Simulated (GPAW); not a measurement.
# Calculated records

## Quasiparticle gap of SiC (P6_3mc) in GPAW

Symmetry: P6_3mc, No. 186, hexagonal system. The conventional cell has a = 3.081 Å, b = 3.081 Å, c = 15.125 Å, α = 90.00°, β = 90.00°, γ = 120.00°. Nearest to Si lie 4 C at 1.88 to 1.90 Å. Si has 4 C at 1.89 Å nearest. Nearest to Si lie 4 C at 1.89 Å. Nearest to C lie 4 Si at 1.88 to 1.89 Å. Nearest to C lie 4 Si at 1.89 Å. C has 4 Si at 1.89 to 1.90 Å nearest. Farther neighbours are not listed.

```
Si C
1.0
     3.08100    0.00000    0.00000
    -1.54050    2.66822    0.00000
     0.00000    0.00000   15.12480
Si C
6 6
Direct
  0.00000 0.00000 0.00000
  0.00000 0.00000 0.50000
  0.33333 0.66667 0.16640
  0.66667 0.33333 0.66640
  0.66667 0.33333 0.33290
  0.33333 0.66667 0.83290
  0.33333 0.66667 0.04120
  0.66667 0.33333 0.54120
  0.66667 0.33333 0.20800
  0.33333 0.66667 0.70800
  0.00000 0.00000 0.37460
  0.00000 0.00000 0.87460
```

| Item | Value |
| --- | --- |
| method | DFT, PBE, plane waves, PAW (and 1 further level or step) |
| program | GPAW 26.7.0 |
| settings of one run | cutoff 600 eV, GPAW PAW setups 1.2.1 data release, 6×6×1 k-mesh, nbands 175 |
| cost | 4 runs, 5.3 min in all on 4 MPI ranks of Arm Neoverse V2, shared host (the runs of this entry) |
| notes | The cell and positions come from the Crystallography Open Database and are kept as given unless a step says otherwise. Bands and cutoff are finite, so the gap is not at the basis limit. The miss can reach some tenths of an eV and take either sign; the mesh is an error of its own. The 6×6×1 mesh is coarse for this cell, which bears on the long-range parts of exchange and screening. |
| PBE gap | 2.00 eV, indirect |
| G0W0 gap on the mesh | 2.56 eV |
| GW settings | 6×6×1 mesh, 165 bands, screening to 70 eV, Godby-Needs plasmon pole |
| known limits | not at the basis limit; coarse k mesh |

G0W0 moves the gap on the mesh from 2.01 eV to 2.56 eV (+0.56 eV), with Z of 0.80 and 0.82 at the edges. Only 2 of the mesh's irreducible points were corrected, so a valley elsewhere could overtake.

[Paths, hosts, dates, memory and timing lines, banners, echoed tables and standing remarks are left out of the program output.]

[Logs are printed without paths, hosts, clocks, repeated set-up lines and the standing remarks that a program may print on its own settings, such as how far it seeks lower states.]

[Runs of the session that timed out or met a known fault of the program may be left out.]

[Hosts, paths, dates, database ids (printed as entryN), source tags and the programs' standing remarks are cut or masked in the printed files.]
